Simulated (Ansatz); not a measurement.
# MnO (P6_3mc) in Ansatz: a series of runs

One crystal, MnO, is run at these levels: PBEsol; tasks: band structure.

Everything below comes from runs of Ansatz 0.2.0. Logs are shortened: lines on timing, memory, paths and dates and some standing lists are left out, and cuts for length are marked.

## 1. Starting point

The structure is hexagonal, space group P6_3mc (No. 186). Conventional cell: a = 3.372 Å, b = 3.372 Å, c = 5.386 Å, α = 90.00°, β = 90.00°, γ = 120.00°. Mn (site symmetry 3m) has 4 O at 1.96 to 2.08 Å as nearest neighbours. O (site symmetry 3m) is surrounded by 4 Mn at 1.96 to 2.08 Å.

Measurements of this composition are mostly on another form, of space group No. 225.

## 2. Band structure, PBEsol, collinear spin, ferromagnetic start

input.yaml

```yaml
crystal:
  lattice:
    - [3.3717, 0.0, 0.0]
    - [-1.68585, 2.9199778539, 0.0]
    - [0.0, 0.0, 5.3855]
  atoms:
    - { symbol: Mn, position: [0.6666666667, 0.3333333333, 0.51096], spin: 4.0 }
    - { symbol: Mn, position: [0.3333333333, 0.6666666667, 0.01096], spin: 4.0 }
    - { symbol: O, position: [0.6666666667, 0.3333333333, 0.87547] }
    - { symbol: O, position: [0.3333333333, 0.6666666667, 0.37547] }
kpoints:
  mp_grid: { grid: [9, 9, 5] }
  band_path:
    path:
      - [0.0, 0.0, 0.0]
      - [0.5, 0.0, 0.0]
      - [0.3333333333, 0.3333333333, 0.0]
      - [0.0, 0.0, 0.0]
      - [0.0, 0.0, 0.5]
      - [0.5, 0.0, 0.5]
      - [0.3333333333, 0.3333333333, 0.5]
      - [0.0, 0.0, 0.5]
    npoints: 10
scf:
  occupations: { method: fermi_dirac, width: 0.05 }
hamiltonian:
  xc: pbesol
  pseudopotentials: { kind: all_electron, lapw: { basis_error: 0.002 } }
magnetization:
  spin_polarized: true
output:
  forces: true
  stress: true
  eigenvalues: true
```

Potentials or basis: all-electron LAPW, scalar-relativistic.

Launch:

```
ansatz run input.yaml --threads 4 --pin off --max-ram 12288MiB --backend cpu --events-out ev --progress --plain --runs-dir out
```

What it wrote:

```text
Warning: RAYON_NUM_THREADS=4 ignored (pool sized by the plan → 4); use --threads N
LAPW: plane waves up to 10.133 Å⁻¹, error target 2.0e-3 eV per atom; small_component_spin mean_spin; O in spheres of 0.890 Å, 8 of its electrons in bands, Dirac shells []; Mn in spheres of 1.073 Å, 15 of its electrons in bands, Dirac shells [] (how accurate: hamiltonian.pseudopotentials.lapw.basis_error, Limitations)
Engine: ansatz 0.2.0, x86_64-unknown-linux-gnu
Pseudopotentials: kind: all_electron
Pseudopotential: Mn, LAPW, valence charge 15, lapw/all_electron/scalar/gaussian/Mn, Koelling and Harmon's equation, gaussian nucleus
Pseudopotential: O, LAPW, valence charge 8, lapw/all_electron/scalar/gaussian/O, Koelling and Harmon's equation, gaussian nucleus
Functional definition: PBEsol
  exchange = pbesol_x
  correlation = pbesol_c
Crystal: 4 atoms, lattice volume = 53.022 Å³
Basis set: ecut = 391.1968678094305 eV, 941 PW (Γ), exchange–correlation at level 2
Bands: 33, of which v1, the nominal top of the filled ones, is band 23 counted from 1 (22 counted from 0)
Symmetry: 12 space group operations
Space group: P63mc (ITA 186), of the structure as read, at distance tolerance 3.8e-5 Å
Magnetic group: BNS 186.203 (UNI 1433), of the structure as read, at distance tolerance 3.8e-5 Å
k-points: 36 of 405 (time reversal used)
Non-local potential: Mn, projectors of the file, none
Non-local potential: O, projectors of the file, none
Initial density: superposition of atomic densities (chi_scale 0.1, normalization cell, long waves kept (reshape's long-wave potential 0.00 eV rms))
Starting moments: Σ|m| = 8 μB on 2 of 4 sites
Initial wavefunctions: plane waves of lowest kinetic energy (no species holds an atomic orbital)
Functional: x = pbesol(κ = 0.804, μ = 0.12345679012345678), c = pbesol(β = 0.046)
iter 1 solved again at ethr=1.44e-2 eV; its pass at ethr=1.00e-1 eV (dr2=6.61e0 eV) is discarded
SCF iter   1: F=—  HF=-67081.901004 eV  |F-HF|=—  |Δ(HF+E_count)|=         —  Δρ=6.00e-2 (↑5.99e-2 ↓6.00e-2)  dr2=6.61e0  dr2_m=5.89e-1  M=9.999 μB ∫|m|=9.999 μB  β_m=0.30  ethr=1.44e-2  ⟨swp⟩=2.0  Hψ=15498  notcnv=0
Mixer restart at iter 1: flushing history
preconditioner: auto → Kerker (q_TF=auto, 2.664 Å⁻¹)  [metal: Δε(μ)=0.095 eV  Ē_g=11.722 eV  σ=0.050 eV  W_gap=0.39  n_scr=22 (ndim 8)  ℏωp=26.0 eV  f_vac=0.000  D(μ)=0.18/eV (n_scr^D=0)]
spin=Collinear: Kerker preconditioning applied to the charge; magnetization (m = ρ↑ − ρ↓) channel mixes plain (no charge-response kernel on spin).
[... 3 lines left out ...]
the basis was enlarged: its passes take 326.6 KiB over the memory plan, 4 of 4 planned eigensolver slots
[... 7 lines left out ...]
SCF iter  10: F=—  HF=-67079.011175 eV  |F-HF|=—  |Δ(HF+E_count)|=   4.72e-5  Δρ=4.59e-5 (↑4.59e-5 ↓3.88e-5)  dr2=4.10e-6  dr2_m=1.49e-7  M=9.988 μB ∫|m|=9.989 μB  β_m=0.90  ethr=8.92e-9  ⟨swp⟩=2.0  Hψ=11652  notcnv=0
SCF iter  11: F=—  HF=-67079.011177 eV  |F-HF|=—  |Δ(HF+E_count)|=   2.06e-6  Δρ=1.20e-5 (↑1.06e-5 ↓1.20e-5)  dr2=3.92e-7  dr2_m=1.53e-9  M=9.988 μB ∫|m|=9.989 μB  β_m=0.95  ethr=8.92e-9  ⟨swp⟩=2.5  Hψ=6721  notcnv=0
SCF iter  12: F=-67079.011177 eV  HF=-67079.011177 eV  |F-HF|=5.59e-9  |Δ(HF+E_count)|=   1.97e-7  Δρ=3.42e-6 (↑3.30e-6 ↓3.42e-6)  dr2=3.32e-8  dr2_m=5.22e-10  M=9.988 μB ∫|m|=9.989 μB  ethr=8.52e-10  ⟨swp⟩=2.5  Hψ=6712  notcnv=0
SCF 1 converged in 12 iterations: F = -67079.011177 eV  dr2 = 3.32e-8
WARN: an SCF from antiferromagnetic starting moments (-4.14, 4.14, 0.00, 0.00 Bohr magnetons, atom by atom) was not made, by what the run has read of turns of its moments that order reads lower: the deck asks for what bars it, or types moments that do (magnetization.spin_polarized, in the input reference, names some of the keys), or the run goes by scf.lower_state_search: light, the default, which as a rule tries one only behind a close that has lost an order of both signs, or on which an open d or half-filled 4f shell of a PAW file has lost a moment that was set nearer to Hund's than to what is left; or, under a Hubbard U, one that names an f shell that the input leaves bare beside given moments, or a larger moment for a shell of low spin that is given one. standard, with a start from the atoms, tries one behind each close (in a relaxation, ahead of its steps or at their end). To set out from that order, type those moments (crystal.atoms[].spin; where shells were raised to Hund's moment, beside crystal.symmetry.detect: false) under scf.lower_state_search: light. The bands of the close that named these starting moments, or of the one ahead of a search that led to it (under cold or Methfessel-Paxton smearing those of the Gaussian ahead of it) read a cost of -736.23 meV for the turn to them, carried on from a small turn (-736.23 by the pairs of d shells alone)
NSCF: frozen V_eff on 71 k-points
SCF converged after 12 iterations
Magnetization: 9.9882 μB (27.9941 up, 18.0059 down)
Absolute magnetization: 9.9886 μB (∫|ρ↑−ρ↓|)
Spin contamination: 0.0124 ħ² per cell (⟨S²⟩ above its minimum at these occupations)
Per-site moments (μB) at R_I (Å): [(4.20880052405956, 1.0731344269133778), (4.20880052405956, 1.0731344269133778), (0.2219068917721292, 0.8899341488346205), (0.2219068917721292, 0.8899341488346205)]
Free energy (F): -67079.011177 eV
Harris-Foulkes:  -67079.011177 eV  (|F-HF|=5.59e-9)
Internal energy: -67079.007835 eV  (E = F + TS)
E sigma→0 (E₀):  -67079.009506 eV
Entropy (-TS):   -0.003342 eV (-0.835 meV/atom)
Fermi energy:    10.788599 eV
--- Per-component energies (eV) ---
  E_band       = -2586.850471
  E_kinetic    = 67864.503576
  E_xc         = -3241.403731
  E_electrostatic = -131702.107680  (all electrons and nuclei)
  E_smearing   = -0.003342  (= −TS)
  E_closure    = 0.000000  (closes the sum)
  E_atoms      = -67043.961184  (free atoms, spherical and without spin; not in F)
  Σ components = -67079.011177   (vs F -67079.011177, Δ=0.00e0)
  Basis errors (estimates in eV, not in F): energy 9.4e-4 per atom: plane waves 8.6e-4 (5.3e-4 summed), levels above the bands 3.2e-67, relativity 2.5e-8, radial functions 8.2e-5, core shells 1.4e-6; eigenvalues (radial functions only) 7.4e-6; not estimated: angular momenta, meshes, grids; target (lapw.basis_error) 2.0e-3; muffin-tin radii O 0.890 Å, Mn 1.073 Å
--- Forces (eV/Å), atoms counted from 1 ---
  atom   1  Mn    -0.00000000     0.00000000    -0.59072855
  atom   2  Mn     0.00000000    -0.00000000    -0.59072855
  atom   3  O      0.00000000    -0.00000000     0.59073357
  atom   4  O      0.00000000     0.00000000     0.59073357
  max |Σ_I F_I| component: 1.00e-5 eV/Å
--- Stress (GPa, compression-positive) ---
       -1.600320       0.000000       0.000000
        0.000000      -1.600320       0.000000
        0.000000       0.000000       5.642560
  P = ⅓ Tr σ = 0.8140 GPa (8.140 kbar)
--- Band table (eV; the first three rows and the last of 72) ---
[... 4 lines left out ...]
```

It took 75 s on 4 threads of Intel Xeon at 2.50GHz (Skylake/Cascade Lake), shared host; peak memory 0.59 GiB.

Results:

```yaml
Free_energy: -67079.0112 eV
Pressure: 0.8 GPa
Largest_force: 0.591 eV/Å
Band_gap_along_the_path: none (metal or under the smearing width)
Net_moment: 9.99 μB per cell
Absolute_moment: 9.99 μB per cell
Site_moments: Mn +4.21; O +0.22 μB
```

Forces on the atoms (eV/Å):
```
Mn   0.000  0.000 -0.591
Mn   0.000  0.000 -0.591
O    0.000  0.000  0.591
O    0.000  0.000  0.591
```

Levels at the corners of the path, in eV from the Fermi level:
Spin up:
| point | band 24 | band 25 | band 26 | band 27 | band 28 | band 29 | band 30 | band 31 | band 32 | band 33 |
| --- | --- | --- | --- | --- | --- | --- | --- | --- | --- | --- |
| Γ | -1.63 | -1.07 | -1.07 | 0.00 | 0.00 | 0.06 | 3.55 | 5.48 | 11.36 | 11.36 |
| M | -2.48 | -2.09 | -1.90 | -0.87 | -0.73 | 3.76 | 4.15 | 5.70 | 7.45 | 9.05 |
| K | -1.96 | -1.96 | -1.51 | -1.31 | -1.31 | 5.36 | 5.55 | 5.72 | 5.72 | 9.28 |
| Γ | -1.63 | -1.07 | -1.07 | 0.00 | 0.00 | 0.06 | 3.55 | 5.48 | 11.36 | 11.36 |
| A | -1.49 | -0.56 | -0.56 | -0.56 | -0.56 | 1.11 | 1.11 | 8.24 | 8.24 | 11.46 |
| L | -2.41 | -1.32 | -1.32 | -1.24 | -1.24 | 3.73 | 3.73 | 6.02 | 6.02 | 10.35 |
| H | -2.18 | -1.98 | -1.98 | -1.18 | -1.18 | 5.36 | 5.36 | 6.04 | 6.04 | 7.27 |
| A | -1.49 | -0.56 | -0.56 | -0.56 | -0.56 | 1.11 | 1.11 | 8.24 | 8.24 | 11.46 |
Spin down:
| point | band 15 | band 16 | band 17 | band 18 | band 19 | band 20 | band 21 | band 22 |
| --- | --- | --- | --- | --- | --- | --- | --- | --- |
| Γ | -4.98 | -4.98 | -4.78 | -4.78 | -0.19 | 0.92 | 0.92 | 1.06 |
| M | -5.41 | -4.97 | -4.89 | -4.71 | 0.36 | 0.40 | 1.20 | 1.48 |
| K | -5.46 | -5.46 | -5.08 | -5.08 | 0.27 | 0.63 | 0.63 | 0.94 |
| Γ | -4.98 | -4.98 | -4.78 | -4.78 | -0.19 | 0.92 | 0.92 | 1.06 |
| A | -4.90 | -4.90 | -4.90 | -4.90 | 1.39 | 1.39 | 1.40 | 1.40 |
| L | -4.99 | -4.99 | -4.81 | -4.81 | 0.87 | 0.87 | 1.49 | 1.49 |
| H | -5.66 | -5.66 | -4.64 | -4.64 | 0.54 | 0.54 | 1.44 | 1.44 |
| A | -4.90 | -4.90 | -4.90 | -4.90 | 1.39 | 1.39 | 1.40 | 1.40 |

Caveat: the magnetic or orbital state may not be the lowest; semilocal functionals often make such compounds metallic where correlation or magnetic order opens a gap, which also shifts bond lengths; only a ferromagnetic start was run, and an antiferromagnetic order may lie lower in energy.

## 3. Band structure, PBEsol, collinear spin, ferromagnetic start

Changes to input.yaml since step 2:

```diff
@@ -27,3 +27,6 @@
   xc: pbesol
-  pseudopotentials: { kind: all_electron, lapw: { basis_error: 0.002 } }
+  pseudopotentials:
+    kind: all_electron
+    lapw: { basis_error: 0.002 }
+    relativity: none
 magnetization:
```

Potentials or basis: all-electron LAPW, non-relativistic.

Launch:

```
ansatz run input.yaml --threads 4 --pin off --max-ram 12288MiB --backend cpu --events-out ev --progress --plain --runs-dir out
```

Run time: 77 s. Hardware: 4 threads of Intel Xeon at 2.50GHz (Skylake/Cascade Lake), shared host; peak memory 0.58 GiB.

The run converged. Its results:

```
Free energy             : -66656.0555 eV
Pressure                : 1.6 GPa
Largest force           : 0.631 eV/Å
Band gap along the path : none (metal or under the smearing width)
Net moment              : 9.99 μB per cell
Absolute moment         : 9.99 μB per cell
Site moments            : Mn +4.22; O +0.23 μB
```

Forces on the atoms (eV/Å):
```
Mn   0.000  0.000 -0.631
Mn   0.000  0.000 -0.631
O    0.000  0.000  0.631
O    0.000  0.000  0.631
```

Stress tensor (GPa, compression positive):
```
-0.88  0.00  0.00
 0.00 -0.88  0.00
 0.00  0.00  6.62
```

Levels at the corners of the path, in eV from the Fermi level:
Spin up:
```tsv
point	band 24	band 25	band 26	band 27	band 28	band 29	band 30	band 31	band 32	band 33
Γ	-1.44	-1.08	-1.08	-0.01	-0.01	0.05	3.76	5.58	11.48	11.48
M	-2.49	-2.11	-1.93	-0.88	-0.74	3.95	4.23	5.78	7.61	9.31
K	-2.00	-2.00	-1.50	-1.33	-1.33	5.42	5.61	5.90	5.90	9.45
Γ	-1.44	-1.08	-1.08	-0.01	-0.01	0.05	3.76	5.58	11.48	11.48
A	-1.47	-0.57	-0.57	-0.57	-0.57	1.25	1.25	8.39	8.39	11.59
L	-2.43	-1.33	-1.33	-1.24	-1.24	3.84	3.84	6.18	6.18	10.53
H	-2.22	-1.99	-1.99	-1.18	-1.18	5.42	5.42	6.14	6.14	7.56
A	-1.47	-0.57	-0.57	-0.57	-0.57	1.25	1.25	8.39	8.39	11.59
```
Spin down:
```
point  band 15  band 16  band 17  band 18  band 19  band 20  band 21  band 22
    Γ    -4.91    -4.91    -4.70    -4.70    -0.03     0.90     0.90     1.05
    M    -5.30    -4.87    -4.81    -4.62     0.37     0.40     1.20     1.46
    K    -5.36    -5.36    -4.97    -4.97     0.26     0.62     0.62     0.93
    Γ    -4.91    -4.91    -4.70    -4.70    -0.03     0.90     0.90     1.05
    A    -4.82    -4.82    -4.82    -4.82     1.37     1.37     1.37     1.37
    L    -4.90    -4.90    -4.72    -4.72     0.87     0.87     1.48     1.48
    H    -5.58    -5.58    -4.55    -4.55     0.53     0.53     1.43     1.43
    A    -4.82    -4.82    -4.82    -4.82     1.37     1.37     1.37     1.37
```

Caveat: the magnetic or orbital state may not be the lowest; semilocal functionals often make such compounds metallic where correlation or magnetic order opens a gap, which also shifts bond lengths; only a ferromagnetic start was run, and an antiferromagnetic order may lie lower in energy.

## 4. Band structure, PBEsol, collinear spin, ferromagnetic start

Changes to input.yaml since step 3:

```diff
@@ -27,6 +27,3 @@
   xc: pbesol
-  pseudopotentials:
-    kind: all_electron
-    lapw: { basis_error: 0.002 }
-    relativity: none
+  pseudopotentials: { kind: all_electron, datasets: crystal }
 magnetization:
@@ -37 +34,3 @@
   eigenvalues: true
+  elf: true
+  volumetric_format: npy
```

Potentials or basis: all-electron PAW datasets made for the crystal.

Launch:

```
ansatz run input.yaml --threads 4 --pin off --max-ram 12288MiB --backend cpu --events-out ev --progress --plain --runs-dir out
```

Wall time 87 s (4 threads of Intel Xeon at 2.50GHz (Skylake/Cascade Lake), shared host); peak memory 1.5 GiB.

The run converged. Its results:

| Quantity | Value |
| --- | --- |
| Free energy | -67079.0138 eV |
| Pressure | 0.8 GPa |
| Largest force | 0.591 eV/Å |
| Band gap along the path | none (metal or under the smearing width) |
| Net moment | 9.99 μB per cell |
| Absolute moment | 9.99 μB per cell |
| Site moments | Mn +3.83; O +0.22 μB |

Forces in eV/Å, atoms in the order of the input:
```
Mn   0.000  0.000 -0.591
Mn   0.000  0.000 -0.591
O    0.000  0.000  0.591
O    0.000  0.000  0.591
```

Stress tensor (GPa, compression positive):
```
-1.60  0.00  0.00
 0.00 -1.60  0.00
 0.00  0.00  5.64
```

Levels at the corners of the path, in eV from the Fermi level:
Spin up:
| point | band 23 | band 24 | band 25 | band 26 | band 27 | band 28 | band 29 | band 30 |
| --- | --- | --- | --- | --- | --- | --- | --- | --- |
| Γ | -1.07 | -1.07 | 0.00 | 0.00 | 0.06 | 3.55 | 5.48 | 11.36 |
| M | -2.09 | -1.90 | -0.87 | -0.73 | 3.76 | 4.15 | 5.70 | 7.45 |
| K | -1.96 | -1.51 | -1.31 | -1.31 | 5.36 | 5.55 | 5.72 | 5.72 |
| Γ | -1.07 | -1.07 | 0.00 | 0.00 | 0.06 | 3.55 | 5.48 | 11.36 |
| A | -0.56 | -0.56 | -0.56 | -0.56 | 1.11 | 1.11 | 8.24 | 8.24 |
| L | -1.32 | -1.32 | -1.24 | -1.24 | 3.73 | 3.73 | 6.02 | 6.02 |
| H | -1.98 | -1.98 | -1.18 | -1.18 | 5.36 | 5.36 | 6.04 | 6.04 |
| A | -0.56 | -0.56 | -0.56 | -0.56 | 1.11 | 1.11 | 8.24 | 8.24 |
Spin down:
```tsv
point	band 12	band 13	band 14	band 15	band 16	band 17	band 18	band 19	band 20	band 21
Γ	-5.15	-4.98	-4.98	-4.78	-4.78	-0.19	0.92	0.92	1.06	1.70
M	-6.00	-5.41	-4.97	-4.89	-4.71	0.36	0.40	1.20	1.48	1.53
K	-5.55	-5.46	-5.46	-5.08	-5.08	0.27	0.63	0.63	0.94	1.74
Γ	-5.15	-4.98	-4.98	-4.78	-4.78	-0.19	0.92	0.92	1.06	1.70
A	-6.04	-4.90	-4.90	-4.90	-4.90	1.39	1.39	1.40	1.40	1.40
L	-6.46	-4.99	-4.99	-4.81	-4.81	0.87	0.87	1.49	1.49	1.67
H	-6.03	-5.66	-5.66	-4.64	-4.64	0.54	0.54	1.44	1.44	1.92
A	-6.04	-4.90	-4.90	-4.90	-4.90	1.39	1.39	1.40	1.40	1.40
```

Caveat: semilocal functionals often make such compounds metallic where correlation or magnetic order opens a gap, which also shifts bond lengths; only a ferromagnetic start was run, and an antiferromagnetic order may lie lower in energy.

## 5. Band structure, PBEsol, collinear spin, ferromagnetic start

Changes to input.yaml since step 4:

```diff
@@ -27,3 +27,6 @@
   xc: pbesol
-  pseudopotentials: { kind: all_electron, datasets: crystal }
+  pseudopotentials:
+    kind: all_electron
+    lapw: { basis_error: 0.002 }
+    dirac_shells: { Mn: ["2p"] }
 magnetization:
@@ -34,3 +37 @@
   eigenvalues: true
-  elf: true
-  volumetric_format: npy
```

Potentials or basis: all-electron LAPW, inner shells corrected to Dirac's equation.

Launch:

```
ansatz run input.yaml --threads 4 --pin off --max-ram 12288MiB --backend cpu --events-out ev --progress --plain --runs-dir out
```

Run time: 74 s. Hardware: 4 threads of Intel Xeon at 2.50GHz (Skylake/Cascade Lake), shared host; peak memory 0.59 GiB.

It converged, with:

* Free energy: -67079.9712 eV
* Pressure: 0.8 GPa
* Largest force: 0.591 eV/Å
* Band gap along the path: none (metal or under the smearing width)
* Net moment: 9.99 μB per cell
* Absolute moment: 9.99 μB per cell
* Site moments: Mn +4.21; O +0.22 μB

Forces on the atoms (eV/Å):
```
Mn   0.000  0.000 -0.591
Mn   0.000  0.000 -0.591
O    0.000  0.000  0.591
O    0.000  0.000  0.591
```

Stress tensor (GPa, compression positive):
```
-1.60  0.00  0.00
 0.00 -1.60  0.00
 0.00  0.00  5.64
```

Levels at the corners of the path, in eV from the Fermi level:
Spin up:
| point | band 25 | band 26 | band 27 | band 28 | band 29 | band 30 | band 31 | band 32 |
| --- | --- | --- | --- | --- | --- | --- | --- | --- |
| Γ | -1.07 | -1.07 | 0.00 | 0.00 | 0.06 | 3.55 | 5.48 | 11.36 |
| M | -2.09 | -1.90 | -0.87 | -0.73 | 3.76 | 4.15 | 5.70 | 7.45 |
| K | -1.96 | -1.51 | -1.31 | -1.31 | 5.36 | 5.55 | 5.72 | 5.72 |
| Γ | -1.07 | -1.07 | 0.00 | 0.00 | 0.06 | 3.55 | 5.48 | 11.36 |
| A | -0.56 | -0.56 | -0.56 | -0.56 | 1.11 | 1.11 | 8.24 | 8.24 |
| L | -1.32 | -1.32 | -1.24 | -1.24 | 3.73 | 3.73 | 6.02 | 6.02 |
| H | -1.98 | -1.98 | -1.18 | -1.18 | 5.36 | 5.36 | 6.04 | 6.04 |
| A | -0.56 | -0.56 | -0.56 | -0.56 | 1.11 | 1.11 | 8.24 | 8.24 |
Spin down:
```csv
point,band 14,band 15,band 16,band 17,band 18,band 19,band 20,band 21,band 22,band 23
Γ,-5.15,-4.98,-4.98,-4.78,-4.78,-0.19,0.92,0.92,1.06,1.70
M,-6.00,-5.41,-4.97,-4.89,-4.71,0.36,0.40,1.20,1.48,1.53
K,-5.55,-5.46,-5.46,-5.08,-5.08,0.27,0.63,0.63,0.94,1.74
Γ,-5.15,-4.98,-4.98,-4.78,-4.78,-0.19,0.92,0.92,1.06,1.70
A,-6.04,-4.90,-4.90,-4.90,-4.90,1.39,1.39,1.40,1.40,1.40
L,-6.46,-4.99,-4.99,-4.81,-4.81,0.87,0.87,1.49,1.49,1.67
H,-6.03,-5.66,-5.66,-4.64,-4.64,0.54,0.54,1.44,1.44,1.92
A,-6.04,-4.90,-4.90,-4.90,-4.90,1.39,1.39,1.40,1.40,1.40
```

Caveat: the magnetic or orbital state may not be the lowest; semilocal functionals often make such compounds metallic where correlation or magnetic order opens a gap, which also shifts bond lengths; only a ferromagnetic start was run, and an antiferromagnetic order may lie lower in energy.
